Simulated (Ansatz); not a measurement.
# TiSi2 (Cmcm) in Ansatz: a series of runs, part 2 of 2

Ansatz 0.2.0. Earlier steps stand in the parts before.

### 5 Projected density of states, PBEsol+U

The input, input.yaml:

```yaml
crystal:
  lattice:
    - [1.765105025, -6.759281535, 0.0]
    - [1.765105025, 6.759281535, 0.0]
    - [0.0, 0.0, 3.56517397]
  atoms:
    - { symbol: Ti, position: [0.10311808, 0.89688192, 0.25] }
    - { symbol: Ti, position: [0.89688192, 0.10311808, 0.75] }
    - { symbol: Si, position: [0.75031482, 0.24968518, 0.25] }
    - { symbol: Si, position: [0.24968518, 0.75031482, 0.75] }
    - { symbol: Si, position: [0.44174855, 0.55825145, 0.25] }
    - { symbol: Si, position: [0.55825145, 0.44174855, 0.75] }
hamiltonian:
  xc: pbesol
  pseudopotentials: { kind: paw }
  hubbard: { sites: [{ species: Ti, l: d, u_eff: 3.0 }] }
kpoints:
  mp_grid: { grid: [8, 8, 8] }
scf:
  occupations: { method: fermi_dirac, width: 0.05 }
  n_extra_bands: 15
output:
  forces: true
  stress: true
  eigenvalues: true
  dos: { projected: true, de: 0.05, nscf_kmesh: { grid: [12, 12, 12] } }
  write_density: true
  write_potential: true
  elf: true
  volumetric_format: npy
```

Command:

```sh
$ ansatz run input.yaml --threads 2 --pin off --max-ram 5632MiB --backend cpu --events-out ev --progress --plain --runs-dir out
```

Wall time 49 s (2 threads of AMD EPYC (Zen 3), shared host); peak memory 1.1 GiB.

It converged, with:

```
Free energy                          : -7431.3224 eV
Pressure                             : 0.3 GPa
Largest force                        : 0.247 eV/Å
Band gap on the k mesh               : none (metal or under the smearing width)
Density of states at the Fermi level : 1.24 states/eV per cell
```

Forces in eV/Å, atoms in the order of the input:
```
Ti   0.000  0.034  0.000
Ti   0.000 -0.034  0.000
Si   0.000  0.001  0.000
Si   0.000 -0.001  0.000
Si   0.000  0.247  0.000
Si   0.000 -0.247  0.000
```

Stress tensor (GPa, compression positive):
```
0.38 0.00 0.00
0.00 0.11 0.00
0.00 0.00 0.47
```

Levels at points of the mesh, in eV from the Fermi level:
| k point | band 16 | band 17 | band 18 | band 19 | band 20 | band 21 | band 22 | band 23 | band 24 | band 25 |
| --- | --- | --- | --- | --- | --- | --- | --- | --- | --- | --- |
| (0.00, 0.00, 0.00) | -2.44 | -2.16 | -2.03 | -1.90 | 0.33 | 0.67 | 0.70 | 0.93 | 1.31 | 1.31 |
| (0.00, 0.00, -0.50) | -2.36 | -1.49 | -1.49 | -0.08 | -0.08 | 0.83 | 0.83 | 1.42 | 1.42 | 1.86 |
| (0.00, -0.50, 0.00) | -2.43 | -1.73 | -1.50 | -0.57 | -0.55 | -0.50 | 1.07 | 1.42 | 1.74 | 1.91 |
| (0.00, -0.50, -0.50) | -4.20 | -3.31 | -3.31 | -2.46 | -2.46 | 1.88 | 1.88 | 2.20 | 2.20 | 2.37 |
| (-0.50, -0.50, 0.00) | -2.69 | -2.28 | -2.05 | -1.06 | 0.26 | 0.64 | 0.75 | 0.76 | 1.17 | 2.05 |
| (-0.50, -0.50, -0.50) | -3.37 | -2.14 | -2.14 | -0.88 | -0.88 | 0.54 | 0.54 | 1.89 | 1.89 | 2.38 |

States per cell in windows of 0.5 eV (zero at the Fermi level; states under -8 eV left out):
| from (eV) | total | Ti 3d | Si 3p | Si 3s | Ti 4s | Ti 3s | Ti 3p |
| --- | --- | --- | --- | --- | --- | --- | --- |
| -8.0 | 0.81 | 0.09 | 0.29 | 0.39 | 0.02 | 0.01 | 0.01 |
| -7.5 | 0.52 | 0.07 | 0.18 | 0.26 | 0.01 | 0.00 | 0.00 |
| -7.0 | 0.68 | 0.08 | 0.27 | 0.27 | 0.04 | 0.01 | 0.00 |
| -6.5 | 0.64 | 0.07 | 0.35 | 0.16 | 0.04 | 0.01 | 0.00 |
| -6.0 | 0.84 | 0.09 | 0.54 | 0.14 | 0.05 | 0.01 | 0.01 |
| -5.5 | 1.10 | 0.14 | 0.68 | 0.18 | 0.06 | 0.01 | 0.01 |
| -5.0 | 0.91 | 0.13 | 0.59 | 0.12 | 0.05 | 0.01 | 0.01 |
| -4.5 | 1.31 | 0.21 | 0.87 | 0.14 | 0.05 | 0.01 | 0.01 |
| -4.0 | 1.49 | 0.29 | 1.00 | 0.12 | 0.03 | 0.00 | 0.01 |
| -3.5 | 1.82 | 0.46 | 1.17 | 0.11 | 0.03 | 0.00 | 0.02 |
| -3.0 | 1.93 | 0.67 | 1.09 | 0.09 | 0.02 | 0.00 | 0.01 |
| -2.5 | 1.99 | 0.92 | 0.93 | 0.07 | 0.01 | 0.00 | 0.01 |
| -2.0 | 1.75 | 0.95 | 0.66 | 0.07 | 0.01 | 0.00 | 0.00 |
| -1.5 | 1.39 | 0.82 | 0.45 | 0.06 | 0.01 | 0.00 | 0.00 |
| -1.0 | 0.96 | 0.63 | 0.25 | 0.03 | 0.00 | 0.00 | 0.00 |
| -0.5 | 0.71 | 0.50 | 0.15 | 0.02 | 0.00 | 0.00 | 0.00 |
| 0.0 | 0.95 | 0.69 | 0.18 | 0.03 | 0.01 | 0.00 | 0.00 |
| 0.5 | 1.70 | 1.06 | 0.38 | 0.13 | 0.02 | 0.00 | 0.00 |
| 1.0 | 2.40 | 1.45 | 0.49 | 0.22 | 0.06 | 0.00 | 0.00 |
| 1.5 | 3.06 | 2.08 | 0.46 | 0.24 | 0.09 | 0.00 | 0.00 |
| 2.0 | 3.42 | 2.24 | 0.51 | 0.35 | 0.12 | 0.01 | 0.00 |
| 2.5 | 2.80 | 1.51 | 0.57 | 0.33 | 0.17 | 0.01 | 0.00 |
| 3.0 | 2.40 | 1.09 | 0.64 | 0.26 | 0.16 | 0.01 | 0.00 |
| 3.5 | 2.12 | 0.76 | 0.70 | 0.18 | 0.16 | 0.01 | 0.00 |
| 4.0 | 2.00 | 0.59 | 0.77 | 0.15 | 0.12 | 0.01 | 0.00 |
| 4.5 | 1.63 | 0.38 | 0.66 | 0.12 | 0.10 | 0.01 | 0.00 |
| 5.0 | 1.59 | 0.31 | 0.68 | 0.12 | 0.08 | 0.01 | 0.00 |
| 5.5 | 1.58 | 0.26 | 0.67 | 0.09 | 0.09 | 0.01 | 0.00 |
| 6.0 | 1.92 | 0.26 | 0.80 | 0.13 | 0.12 | 0.01 | 0.00 |
| 6.5 | 1.44 | 0.14 | 0.59 | 0.08 | 0.08 | 0.01 | 0.00 |
| 7.0 | 0.70 | 0.06 | 0.27 | 0.03 | 0.04 | 0.00 | 0.00 |
| 7.5 | 0.18 | 0.01 | 0.07 | 0.01 | 0.01 | 0.00 | 0.00 |

Eigenvalues of the final occupation matrices:
```tsv
site	spin	trace	eigenvalues
site 1	1	1.59	0.23 0.27 0.33 0.35 0.41
site 2	1	1.59	0.23 0.27 0.33 0.35 0.41
```

Caveat: U without spin polarisation on a metal has little footing; the PAW data sets come from PBE, with cores solved anew for the run's functional, which leaves a small shift of forces and pressure; the U is typed as a test and isn't derived for this compound.

### 6 Projected density of states, PBEsol+U

Edit input.yaml of step 5 so:

```diff
@@ -15,3 +15,3 @@
   pseudopotentials: { kind: paw }
-  hubbard: { sites: [{ species: Ti, l: d, u_eff: 3.0 }] }
+  hubbard: { sites: [{ species: Ti, l: d, u_eff: 4.0 }] }
 kpoints:
```

Potentials or basis: Ansatz PAW.

Command:

```sh
$ ansatz run input.yaml --threads 2 --pin off --max-ram 5632MiB --backend cpu --events-out ev --progress --plain --runs-dir out
```

It took 49 s on 2 threads of AMD EPYC (Zen 3), shared host; peak memory 1.1 GiB.

It converged, with:

```yaml
Free_energy: -7429.2035 eV
Pressure: 1.3 GPa
Largest_force: 0.276 eV/Å
Band_gap_on_the_k_mesh: none (metal or under the smearing width)
Density_of_states_at_the_Fermi_level: 1.29 states/eV per cell
```

Forces in eV/Å, atoms in the order of the input:
```
Ti   0.000  0.053  0.000
Ti   0.000 -0.053  0.000
Si   0.000  0.004  0.000
Si   0.000 -0.004  0.000
Si   0.000  0.276  0.000
Si   0.000 -0.276  0.000
```

Stress tensor (GPa, compression positive):
```
1.26 0.00 0.00
0.00 1.21 0.00
0.00 0.00 1.33
```

Levels at points of the mesh, in eV from the Fermi level:
```
              k point  band 18  band 19  band 20  band 21  band 22  band 23
   (0.00, 0.00, 0.00)    -1.99    -1.76     0.25     0.59     0.72     0.97
  (0.00, 0.00, -0.50)    -1.40    -0.09    -0.09     0.85     0.85     1.41
  (0.00, -0.50, 0.00)    -1.49    -0.56    -0.54    -0.40     1.05     1.41
 (0.00, -0.50, -0.50)    -3.33    -2.45    -2.45     1.96     1.96     2.34
 (-0.50, -0.50, 0.00)    -2.08    -0.99     0.18     0.66     0.68     0.78
(-0.50, -0.50, -0.50)    -2.18    -0.86    -0.86     0.59     0.59     2.02
```

States per cell in windows of 1 eV (zero at the Fermi level; states under -8 eV left out):
```tsv
from (eV)	total	Ti 3d	Si 3p	Si 3s	Ti 4s	Ti 3s	Ti 3p
-8.0	1.31	0.15	0.46	0.64	0.04	0.01	0.01
-7.0	1.33	0.15	0.63	0.42	0.08	0.02	0.01
-6.0	1.96	0.23	1.24	0.32	0.11	0.03	0.02
-5.0	2.25	0.34	1.48	0.26	0.10	0.02	0.02
-4.0	3.31	0.75	2.17	0.23	0.06	0.01	0.03
-3.0	3.82	1.53	1.98	0.16	0.03	0.00	0.02
-2.0	3.16	1.77	1.12	0.13	0.02	0.00	0.01
-1.0	1.70	1.15	0.40	0.05	0.01	0.00	0.00
0.0	2.55	1.67	0.54	0.16	0.03	0.00	0.00
1.0	5.21	3.25	0.96	0.48	0.15	0.01	0.00
2.0	6.69	4.18	1.10	0.67	0.31	0.01	0.00
3.0	4.55	1.88	1.35	0.43	0.32	0.02	0.00
4.0	3.63	0.96	1.42	0.26	0.22	0.02	0.00
5.0	3.17	0.57	1.33	0.21	0.18	0.01	0.00
6.0	3.32	0.39	1.36	0.20	0.18	0.02	0.00
7.0	0.78	0.06	0.30	0.03	0.04	0.00	0.00
```

Eigenvalues of the final occupation matrices:
| site | spin | trace | eigenvalues |
| --- | --- | --- | --- |
| site 1 | 1 | 1.57 | 0.21 0.26 0.33 0.35 0.42 |
| site 2 | 1 | 1.57 | 0.21 0.26 0.33 0.35 0.42 |

Caveat: U without spin polarisation on a metal has little footing; the PAW data sets come from PBE, with cores solved anew for the run's functional, which leaves a small shift of forces and pressure; the U is typed as a test and isn't derived for this compound.

### 7 Overview

```tsv
level	U	hubbard projectors	double counting	gap on the mesh (eV)	pressure (GPa)	largest force (eV/Å)
PBEsol	-	-	-	none	-2.2	0.20
PBEsol+U	Ti d U = 1 eV	ortho-atomic (the default)	fll (the default)	none	-1.4	0.21
PBEsol+U	Ti d U = 2 eV	ortho-atomic (the default)	fll (the default)	none	-0.6	0.23
PBEsol+U	Ti d U = 3 eV	ortho-atomic (the default)	fll (the default)	none	0.3	0.25
PBEsol+U	Ti d U = 4 eV	ortho-atomic (the default)	fll (the default)	none	1.3	0.28
```

Alike in all rows: task projected density of states; potentials or basis Ansatz PAW; no spin polarisation; cell as given; k mesh 8 × 8 × 8; cutoff (eV) 420; smearing fermi-dirac 0.05 eV.

Every run on the cell as given and a fine mesh finds a metal. The pressure there spans -2.2 GPa (PBEsol) to 1.3 GPa (PBEsol+U); a positive pressure means that this level wants a larger cell, a negative one a smaller.

Caveats: the PAW data sets come from PBE, with cores solved anew for the run's functional, which leaves a small shift of forces and pressure; U without spin polarisation on a metal has little footing (some runs); the U is typed as a test and isn't derived for this compound (some runs).

Absolute energies hang on the potentials; compare differences alone.
